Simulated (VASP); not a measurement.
# Cu (Fm-3m) in VASP: a series of runs

Runs on Cu. Level: LDA. Tasks: relaxation of cell and atoms.

All numbers are computed with VASP 6.6.1; they aren't measurements. Logs are shortened: lines on timing, memory, paths and dates and some standing lists are left out, and cuts for length are marked.

## (1) The crystal as given

The structure is cubic, space group Fm-3m (No. 225). Conventional cell: a = 3.615 Å, b = 3.615 Å, c = 3.615 Å, α = 90.00°, β = 90.00°, γ = 90.00°. Cu (site symmetry m-3m) has 12 Cu at 2.56 Å as nearest neighbours.

## (2) Relaxation of cell and atoms, LDA

Input file INCAR:

```
SYSTEM = Cu
  PREC = Accurate
  ENCUT = 350
  EDIFF = 1E-7
  ISMEAR = 0
  SIGMA = 0.1
  LREAL = .False.
  LASPH = .True.
  NELM = 80
  ALGO = Normal
  ISIF = 3
  LWAVE = .False.
  LCHARG = .False.
  IBRION = 2
  NSW = 80
  EDIFFG = -0.002
```

Input file KPOINTS:

```
regular mesh
0
Gamma
  10 10 10
  0 0 0
```

Input file POSCAR:

```
Cu
1.0
    0.0000000000      1.8075000000      1.8075000000
    1.8075000000      0.0000000000      1.8075000000
    1.8075000000      1.8075000000      0.0000000000
Cu
1
Direct
    0.0000000000      0.0000000000      0.0000000000
```

Potentials or basis: VASP PAW LDA potentials, release 64 (Cu).

On the command line:

```console
$ cat potpaw_LDA.64/Cu/POTCAR > POTCAR
$ mpirun -np 1 vasp_std > vasp.out
```

OUTCAR:

```text
SYSTEM = Cu
   PREC = Accurate
   ENCUT = 350
   EDIFF = 1E-7
   ISMEAR = 0
   LREAL = .False.
   LASPH = .True.
   NELM = 80
   ISIF = 3
   IBRION = 2
   NSW = 80
   EDIFFG = -0.002

 ion  position               nearest neighbor table
   1  0.000  0.000  0.000-

  LATTYP: Found a face centered cubic cell.
 ALAT       =     3.6150000000

  Lattice vectors:

 A1 = (   0.0000000000,   1.8075000000,   1.8075000000)
 A2 = (   1.8075000000,   0.0000000000,   1.8075000000)
 A3 = (   1.8075000000,   1.8075000000,   0.0000000000)

Analysis of symmetry for initial positions (statically):
=====================================================================
 Subroutine PRICEL returns:
 Original cell was already a primitive cell.

 Routine SETGRP: Setting up the symmetry group for a
 face centered cubic supercell.

 Subroutine GETGRP returns: Found 48 space group operations
 (whereof 48 operations were pure point group operations)
 out of a pool of 48 trial point group operations.

The static configuration has the point symmetry O_h .

Analysis of symmetry for dynamics (positions and initial velocities):
=====================================================================
 Subroutine PRICEL returns:
 Original cell was already a primitive cell.

 Routine SETGRP: Setting up the symmetry group for a
 face centered cubic supercell.

 Subroutine GETGRP returns: Found 48 space group operations
 (whereof 48 operations were pure point group operations)
 out of a pool of 48 trial point group operations.

The dynamic configuration has the point symmetry O_h .

 Subroutine INISYM returns: Found 48 space group operations
 (whereof 48 operations are pure point group operations),
 and found     1 'primitive' translations

----------------------------------------------------------------------------------------

                                     Primitive cell

  volume of cell :      11.8104

  direct lattice vectors                    reciprocal lattice vectors
     0.000000000  1.807500000  1.807500000    -0.276625173  0.276625173  0.276625173
     1.807500000  0.000000000  1.807500000     0.276625173 -0.276625173  0.276625173
     1.807500000  1.807500000  0.000000000     0.276625173  0.276625173 -0.276625173

  length of vectors
     2.556191014  2.556191014  2.556191014     0.479128854  0.479128854  0.479128854

  position of ions in fractional coordinates (direct lattice)
     0.000000000  0.000000000  0.000000000

  ion indices of the primitive-cell ions
   primitive index   ion index
                 1           1

----------------------------------------------------------------------------------------

 KPOINTS: regular mesh

Automatic generation of k-mesh.
 Grid dimensions read from file:
 generate k-points for:   10   10   10

 Generating k-lattice:

  Cartesian coordinates                     Fractional coordinates (reciprocal lattice)
    -0.027662517  0.027662517  0.027662517     0.100000000  0.000000000  0.000000000
     0.027662517 -0.027662517  0.027662517     0.000000000  0.100000000  0.000000000
     0.027662517  0.027662517 -0.027662517     0.000000000  0.000000000  0.100000000

  Length of vectors
     0.047912885  0.047912885  0.047912885

  Shift w.r.t. Gamma in fractional coordinates (k-lattice)
     0.000000000  0.000000000  0.000000000

 Subroutine IBZKPT returns following result:
 ===========================================

 Found     47 irreducible k-points:

 Following reciprocal coordinates:
            Coordinates               Weight
  0.000000  0.000000  0.000000      1.000000
  0.100000  0.000000  0.000000      8.000000
  0.200000  0.000000  0.000000      8.000000
  0.300000  0.000000  0.000000      8.000000
  0.400000  0.000000  0.000000      8.000000
  0.500000  0.000000  0.000000      4.000000
[... 16 lines left out ...]
  0.300000  0.300000  0.000000      6.000000
  0.400000  0.300000  0.000000     24.000000
 [... further k-points ...]
   k-points           NKPTS =     47   k-points in BZ     NKDIM =     47   number of bands    NBANDS=      9
   number of dos      NEDOS =    301   number of ions     NIONS =      1
   total plane-waves  NPLWV =   4096
   dimension x,y,z NGX =    16 NGY =   16 NGZ =   16
   dimension x,y,z NGXF=    32 NGYF=   32 NGZF=   32
   ions per type =               1
   NGX,Y,Z   is equivalent  to a cutoff of  10.41, 10.41, 10.41 a.u.
   NGXF,Y,Z  is equivalent  to a cutoff of  20.81, 20.81, 20.81 a.u.
 SYSTEM =  Cu
   PREC   = accura    normal or accurate (medium, high low for compatibility)
   ISTART =      0    job   : 0-new  1-cont  2-samecut
   ICHARG =      2    charge: 1-file 2-atom 10-const
   ISPIN  =      1    spin polarized calculation?
   LNONCOLLINEAR =      F non collinear calculations
   LSORBIT =      F    spin-orbit coupling
   LASPH  =      T    aspherical Exc in radial PAW
   ENCUT  =  350.0 eV  25.72 Ry    5.07 a.u.   3.90  3.90  3.90*2*pi/ulx,y,z
   NELM   =     80;   NELMIN=  2; NELMDL= -5     # of ELM steps
   EDIFF  = 0.1E-06   stopping-criterion for ELM
   LREAL  =      F    real-space projection
   EDIFFG = -.2E-02   stopping-criterion for IOM
   NSW    =     80    number of steps for IOM
   IBRION =      2    ionic relax: 0-MD 1-quasi-New 2-CG
   NFREE  =      1    steps in history (QN), initial steepest desc. (CG)
   ISIF   =      3    stress and relaxation
   ISYM   =      2    0-nonsym 1-usesym 2-fastsym
   POTIM  = 0.5000    time-step for ionic-motion
   TEBEG  =    0.0;   TEEND  =   0.0 temperature during run
   PSTRESS=    0.0 pullay stress
   NELECT =      11.0000    total number of electrons
   NUPDOWN=      -1.0000    fix difference up-down
   EMIN   =  10.00;   EMAX   =-10.00  energy-range for DOS
   EFERMI =   0.00;   METHOD = LEGACY
   ISMEAR =     0;   SIGMA  =   0.10  broadening in eV -4-tet -1-fermi 0-gaus
   EFERMI_NEDOS =   21; number of points for ismear=-14 and -15
   IALGO  =     38    algorithm
   IMIX   =      4    mixing-type and parameters
     AMIX     =   0.40;   BMIX     =  1.00
     AMIX_MAG =   1.60;   BMIX_MAG =  1.00
  volume/ion in A,a.u.               =      11.81        79.70
  Fermi-wavevector in a.u.,A,eV,Ry     =   1.598763  3.021224 34.777078  2.556043
  Thomas-Fermi vector in A             =   2.696162
   LORBIT       =      0    0 simple, 1 ext, 2 COOP (PROOUT), +10 PAW based schemes
   GGA     = CA    functional components
   LHFCALC =     F    Hartree Fock is set to
   AEXX    =    0.0000 exact exchange contribution
   IVDW    =     0    specifies the selected vdW correction
   LEPSILON=     F    determine dielectric tensor
   LRPA    =     F    only Hartree local field effects (RPA)
 conjugate gradient relaxation of ions
 non-spin polarized calculation
 Gauss-broadening in eV      SIGMA  =   0.10
  energy-cutoff  :      350.00
  volume of cell :       11.81
 maximum number of plane-waves:       190
   NGX =  7   NGY =  7   NGZ =  7

--------------------------------------- Ionic step        1  -------------------------------------------

 number of electron      10.9999992 magnetization

 Free energy of the ion-electron system (eV)
  ---------------------------------------------------
  ext. energy  EPLUGINS =         0.00000000
  ---------------------------------------------------
  free energy    TOTEN  =        -4.66843997 eV

  energy without entropy =       -4.66576166  energy(sigma->0) =       -4.66710082

------------------------ aborting loop because EDIFF is reached ----------------------------------------

  FORCE on cell =-STRESS in cart. coord.  units (eV):
  Direction    XX          YY          ZZ          XY          YZ          ZX
  --------------------------------------------------------------------------------------
  -------------------------------------------------------------------------------------
  Total       -0.8524460     -0.8524460     -0.8524460     -0.0000000      0.0000000      0.0000000
  in kB     -115.6411876   -115.6411876   -115.6411876     -0.0000000      0.0000000      0.0000000
  external PRESSURE =    -115.6411876 kB  Pullay stress =       0.0000000 kB

 VOLUME and BASIS-vectors are now :
 -----------------------------------------------------------------------------
  energy-cutoff  :      350.00
  volume of cell :       11.81
      direct lattice vectors                 reciprocal lattice vectors
     0.000000000  1.807500000  1.807500000    -0.276625173  0.276625173  0.276625173
     1.807500000  0.000000000  1.807500000     0.276625173 -0.276625173  0.276625173
     1.807500000  1.807500000  0.000000000     0.276625173  0.276625173 -0.276625173
[... 141 lines left out ...]
 POSITION                                       TOTAL-FORCE (eV/Angst)
 -----------------------------------------------------------------------------------
      1.76115      0.00000      1.76115        -0.000000      0.000000      0.000000
 -----------------------------------------------------------------------------------
    total drift:                                0.000000     -0.000000      0.000000

  FREE ENERGIE OF THE ION-ELECTRON SYSTEM (eV)
  ---------------------------------------------------
  free  energy   TOTEN  =        -4.7032247351 eV

  energy  without entropy=       -4.6997018743  energy(sigma->0) =       -4.70146330

--------------------------------------- Ionic step        6  -------------------------------------------

 number of electron      10.9999990 magnetization

 Free energy of the ion-electron system (eV)
  ---------------------------------------------------
  ext. energy  EPLUGINS =         0.00000000
  ---------------------------------------------------
  free energy    TOTEN  =        -4.70322657 eV

  energy without entropy =       -4.69970191  energy(sigma->0) =       -4.70146424

 E-fermi :   8.2339     XC(G=0): -13.5694

 val. band max:        8.1836722698   @ k =   0.5000   0.1000   0.0000
 cond. band min:       8.4934177274   @ k =   0.5000   0.3000   0.1000
 fundamental gap:      0.3097454576
 Fermi energy:         8.2339210571

 k-point     1 :       0.0000    0.0000    0.0000
  band No.  band energies     occupation
      1      -1.6011      2.00000
      2       5.0340      2.00000
      3       5.0340      2.00000
      4       5.0340      2.00000
      5       5.9797      2.00000
      6       5.9797      2.00000
      7      31.6611      0.00000
      8      34.7557      0.00000
      9      34.7557      0.00000

 k-point     2 :       0.1000    0.0000    0.0000
  band No.  band energies     occupation
      1      -1.2180      2.00000
      2       4.9500      2.00000
      3       5.1066      2.00000
      4       5.1066      2.00000
      5       5.9532      2.00000
      6       5.9532      2.00000
      7      29.3120      0.00000
      8      32.5994      0.00000
      9      33.8546      0.00000
[... 253 lines left out ...]
 k-point    24 :       0.4000    0.3000    0.0000
  band No.  band energies     occupation
      1       2.8970      2.00000
      2       3.8282      2.00000
      3       5.6315      2.00000
      4       6.1276      2.00000
      5       6.5845      2.00000
      6       7.2339      2.00000
      7      21.0750      0.00000
      8      22.0250      0.00000
      9      23.9733      0.00000

 [... further k-points ...]
[... 5 lines left out ...]
  --------------------------------------------------------------------------------------
  -------------------------------------------------------------------------------------
  Total       -0.0015814     -0.0015814     -0.0015814     -0.0000000      0.0000000     -0.0000000
  in kB       -0.2320282     -0.2320282     -0.2320282     -0.0000000      0.0000000     -0.0000000
  external PRESSURE =      -0.2320282 kB  Pullay stress =       0.0000000 kB

 VOLUME and BASIS-vectors are now :
 -----------------------------------------------------------------------------
  energy-cutoff  :      350.00
  volume of cell :       10.92
      direct lattice vectors                 reciprocal lattice vectors
     0.000000000  1.760872323  1.760872323    -0.283950173  0.283950173  0.283950173
     1.760872323  0.000000000  1.760872323     0.283950173 -0.283950173  0.283950173
     1.760872323  1.760872323  0.000000000     0.283950173  0.283950173 -0.283950173

 POSITION                                       TOTAL-FORCE (eV/Angst)
 -----------------------------------------------------------------------------------
      0.00000      1.76087      1.76087         0.000000      0.000000     -0.000000
 -----------------------------------------------------------------------------------
    total drift:                               -0.000000     -0.000000      0.000000

  FREE ENERGIE OF THE ION-ELECTRON SYSTEM (eV)
  ---------------------------------------------------
  free  energy   TOTEN  =        -4.7032265671 eV

  energy  without entropy=       -4.6997019114  energy(sigma->0) =       -4.70146424

 reached required accuracy - stopping structural energy minimisation
```

It took 4.5 s on 1 thread of Intel Xeon 6975P-C (Granite Rapids), shared host; peak memory 0.11 GiB.

Results:

| Quantity | Value |
| --- | --- |
| Free energy | -4.7032 eV |
| Relaxed volume | 10.92 Å³/atom |
| Relaxed cell | a = 2.490 Å, b = 2.490 Å, c = 2.490 Å, α = 60.00°, β = 60.00°, γ = 60.00° |
| Space group after relaxing (to 0.05 Å) | Fm-3m (No. 225) |
| Energy gained by relaxing | 34.8 meV/atom |
| Ionic steps | 6 |
| Pressure after relaxing | 0.0 GPa |
| Band gap on the k mesh | none (metal or under the smearing width) |

The path:
```tsv
step	energy change (eV)	largest force (eV/Å)	pressure (GPa)	volume (Å³)
1	0.0000	0.0000	-11.56	11.81
2	-0.0203	0.0000	9.65	10.41
3	-0.0348	0.0000	-0.05	10.92
4	-0.0348	0.0000	0.20	10.91
5	-0.0348	0.0000	-0.07	10.92
6	-0.0348	0.0000	-0.02	10.92
```

Final structure:
```cif
data_structure
_symmetry_space_group_name_H-M 'P 1'
_symmetry_Int_Tables_number 1
_cell_length_a 2.4902
_cell_length_b 2.4902
_cell_length_c 2.4902
_cell_angle_alpha 60.000
_cell_angle_beta 60.000
_cell_angle_gamma 60.000
_cell_volume 10.92
loop_
_atom_site_label
_atom_site_type_symbol
_atom_site_fract_x
_atom_site_fract_y
_atom_site_fract_z
_atom_site_occupancy
Cu1 Cu 0.00000 0.00000 0.00000 1
```

Levels at points of the mesh, in eV from the Fermi level:
```csv
k point,band 4,band 5,band 6,band 7,band 8,band 9
"(0.00, 0.00, 0.00)",-3.20,-2.25,-2.25,23.43,26.52,26.52
"(0.50, 0.00, 0.00)",-1.61,-1.61,-1.09,4.26,21.91,23.28
"(0.50, 0.50, 0.00)",-1.46,-1.46,1.55,7.80,13.75,13.75
```

Caveat: the cutoff is under 1.25 times the usual one of these potentials, so pressure, stress and relaxed cells hold a basis-set (Pulay) error.

(Part 1 of 2 ends here.)
